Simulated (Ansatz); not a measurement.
Rows from a G0W0 calculation on H on the Br site in KBr (32-atom cell) (Ansatz 0.2.0; G0W0 on LDA, plane waves, PAW; PAW set soft_1; 2×2×2 mesh, 1213 empty bands, screening to 90 eV, PAW set soft_1 files), in eV. Spin-orbit coupling is left out.

| row | Σx | Σc | Vxc | Z |
| --- | --- | --- | --- | --- |
| A | -4.61 | -2.92 | -8.67 | 0.85 |
| B | -12.35 | 2.03 | -9.06 | 0.74 |
| C | -3.19 | -3.03 | -7.58 | 0.85 |
| D | -12.59 | 2.07 | -9.24 | 0.74 |
| E | -5.20 | -3.01 | -9.44 | 0.84 |
| F | -4.91 | -2.97 | -9.08 | 0.85 |

Q: Which rows are filled states and which are empty ones, and how can one tell?

Filled: B and D. Empty: A, C, E and F. The sign of Σc tells: for a filled state bare exchange, which holds its interaction with itself, lies below Vxc (Σx − Vxc is -3.3 eV or lower here) and screening gives part back as a positive Σc. For an empty state Σx lies above Vxc (+4.1 eV or more) and the Coulomb hole leaves Σc negative.

[Runs of the session that timed out or met a known fault of the program may be left out.]

[Cells called generated may have been cut or substituted from an entry of the Crystallography Open Database or the Materials Project.]

[Hosts, paths, dates, database ids (printed as entryN), source tags and the programs' standing remarks are cut or masked in the printed files.]
